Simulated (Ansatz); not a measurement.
Input of an Ansatz 0.2.0 run:

Contents of input.yaml:

```yaml
crystal:
  lattice:
    - [2.9194, 0.0, 0.0]
    - [-1.4597, 2.5282745638, 0.0]
    - [0.0, 0.0, 4.713]
  atoms:
    - { symbol: Ti, position_ang: [-0.025322876, 1.780385665, 3.351928017] }
    - { symbol: Ti, position_ang: [1.32677242, 0.846580096, 1.344284277] }
    - { symbol: O, position_ang: [-0.016887269, 0.084876705, 0.080210547] }
hamiltonian:
  xc: blyp
  pseudopotentials: { kind: nc, accuracy: standard }
  dispersion: d4
kpoints:
  mp_grid: { grid: [8, 8, 5] }
scf:
  occupations: { method: methfessel_paxton, width: 0.15 }
output:
  forces: true
  stress: true
relax:
  f_tol: 0.01
  max_steps: 40
  cell: { stress_tol: 0.05 }
```

Potentials or basis: PseudoDojo standard (PBE files).

The run is started by

```sh
$ ansatz run input.yaml --threads 2 --pin off --max-ram 5120MiB --backend cpu --events-out ev --progress --plain --runs-dir out
```

Q: Predict the relaxed volume.

A: 12.30 Å³/atom.

Q: Estimate the space group after relaxing (to 0.05 Å).

A: P-3m1 (No. 164).

Final structure:
```
CELL_PARAMETERS angstrom
2.97207 0.00001 0.00000
-1.48603 2.57387 0.00000
-0.00001 -0.00001 4.82178
ATOMIC_POSITIONS crystal
Ti 0.32544 0.69087 0.73407
Ti 0.65877 0.35753 0.27490
O 0.99210 0.02420 0.00449
```

Caveat: the potentials were made for another functional, which shifts forces and pressure. Zero-point motion and thermal expansion aren't in these numbers.
